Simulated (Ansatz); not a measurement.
Ansatz input file:

```yaml
crystal:
  lattice:
    - [-1.9814519824, 1.9814519824, 1.7381687617]
    - [2.0267607485, -2.0267607485, 1.8422330263]
    - [1.9607550324, 2.0060637985, -1.790200894]
  atoms:
    - { symbol: Hg, position: [0.0, 0.0, 0.0] }
basis:
  ecutwfc: 420
kpoints:
  mp_grid: { grid: [14, 14, 14] }
hamiltonian:
  xc: pbesol
scf:
  occupations: { method: gaussian, width: 0.1 }
output:
  forces: true
  stress: true
  eigenvalues: true
```

Launched with
```bash
ansatz run input.yaml --threads 1 --pin off --max-ram 1331MiB --backend cpu --events-out ev --progress --plain --runs-dir out
```

The calculation used DFT PBEsol, scalar-relativistic, plane waves, PAW (Ansatz 0.2.0).

From the run's log, abridged:

```
Pseudopotentials: kind: paw
Pseudopotential: Hg, paw, valence charge 20, recommended cutoff 420 eV (normal)
Functional definition: PBEsol
Crystal: 1 atom, lattice volume = 28.455 Å³
Basis set: ecut = 420 eV, 549 PW (Γ), exchange–correlation on 48×48×48 points (8 copies of the dense FFT grid, shifted against one another)
Bands: 14, of which v1, the nominal top of the filled ones, is band 10 counted from 1 (9 counted from 0)
Symmetry: 4 space group operations
Space group: C2/m (ITA 12), of the structure as read, at distance tolerance 3.1e-5 Å
k-points: 744 of 2744
Initial density: superposition of atomic densities (neutral atoms: chi_scale 0, normalization atom), corrected by the library's trained network
Initial wavefunctions: pseudopotential atomic-orbital guess
Functional: x = pbesol(κ = 0.804, μ = 0.12345679), c = pbesol(β = 0.046)
SCF iter   1: F=—  HF=-13667.944808 eV  |F-HF|=—  |Δ(HF+E_count)|=         —  Δρ=2.66e-3  dr2=2.21e-3  ethr=1.77e-3  ⟨swp⟩=5.3  Hψ=53211  notcnv=0
SCF iter   2: F=—  HF=-13667.944503 eV  |F-HF|=—  |Δ(HF+E_count)|=   3.05e-4  Δρ=1.14e-3  dr2=3.90e-4  ethr=1.10e-5  ⟨swp⟩=2.6  Hψ=20468  notcnv=0
SCF iter   3: F=—  HF=-13667.944379 eV  |F-HF|=—  |Δ(HF+E_count)|=   1.24e-4  Δρ=3.37e-4  dr2=2.40e-5  ethr=1.95e-6  ⟨swp⟩=2.0  Hψ=14032  notcnv=0
SCF iter   4: F=—  HF=-13667.944377 eV  |F-HF|=—  |Δ(HF+E_count)|=   1.69e-6  Δρ=6.58e-5  dr2=1.06e-6  ethr=1.20e-7  ⟨swp⟩=2.6  Hψ=17033  notcnv=0
SCF iter   5: F=—  HF=-13667.944378 eV  |F-HF|=—  |Δ(HF+E_count)|=   3.27e-7  Δρ=2.35e-5  dr2=1.99e-7  ethr=5.32e-9  ⟨swp⟩=2.2  Hψ=15123  notcnv=0
SCF iter   6: F=-13667.944378 eV  HF=-13667.944378 eV  |F-HF|=8.84e-10  |Δ(HF+E_count)|=   3.14e-9  Δρ=4.87e-6  dr2=7.82e-9  ethr=5.00e-10  ⟨swp⟩=4.2  Hψ=35205  notcnv=0
SCF 1 converged in 6 iterations: F = -13667.944378 eV  dr2 = 7.82e-9
SCF converged after 6 iterations
Free energy (F): -13667.944378 eV
Harris-Foulkes:  -13667.944378 eV  (|F-HF|=8.84e-10)
Internal energy: -13667.943404 eV  (E = F + TS)
E sigma→0 (E₀):  -13667.943891 eV
Entropy (-TS):   -0.000974 eV (-0.974 meV/atom)
Fermi energy:    11.188776 eV
--- Per-component energies (eV) ---
  E_band       = -449.003207
  E_kinetic    = 604.069902
  E_local      = -2788.269991  (includes V_loc(G=0)·N_el)
  E_nonlocal   = 76.677126
  E_hartree    = 1182.826112
  E_xc         = -218.320809
  E_vxc        = -260.790744  (∫ρ·V_xc dr)
  E_paw        = -9801.746859  (= ΣΔE_a)
  E_vpaw       = -446.338333  (= ΣTr[D̂ρ^β])
  E_aug_tail   = 0.000883  (compensation charges beyond the density's cutoff)
  E_ewald      = -2723.508420
  E_core_change = 0.328651  (= ΣΔE_core)
  E_smearing   = -0.000974  (= −TS)
--- Forces (eV/Å), atoms counted from 1 ---
  atom   1  Hg     0.00000000     0.00000000     0.00000000
--- Stress (GPa, compression-positive) ---
       -3.288523       0.004573      -0.012502
        0.004573      -3.288523       0.012502
       -0.012502       0.012502      -3.078399
  P = ⅓ Tr σ = -3.2185 GPa (-32.185 kbar)
--- Band table (eV; the first three rows and the last of 744) ---
  k-point 0: bands = ["-103.1313", "-51.5120", "-51.5118", "-51.5117", "3.5713", "4.5727", "4.8042", "4.8616", "5.1953", "5.4480", "23.6266", "23.9938", "25.4133", "25.5328"]
  k-point 1: bands = ["-103.1312", "-51.5127", "-51.5123", "-51.5117", "3.6810", "4.5875", "4.8471", "4.8493", "5.1795", "5.4400", "22.7396", "23.7530", "24.9833", "25.4586"]
  k-point 2: bands = ["-103.1312", "-51.5150", "-51.5130", "-51.5116", "3.9722", "4.6584", "4.8178", "4.9695", "5.1441", "5.4182", "20.4473", "23.8926", "24.2846", "25.1832"]
  k-point 743: bands = ["-103.1305", "-51.5263", "-51.5263", "-51.5213", "4.2315", "4.2774", "5.6193", "5.6846", "5.7734", "12.9720", "14.2368", "14.2993", "16.5337", "19.7102"]
```

The run converged.

Spin–orbit coupling is left out, which can shift energies with elements as heavy as these.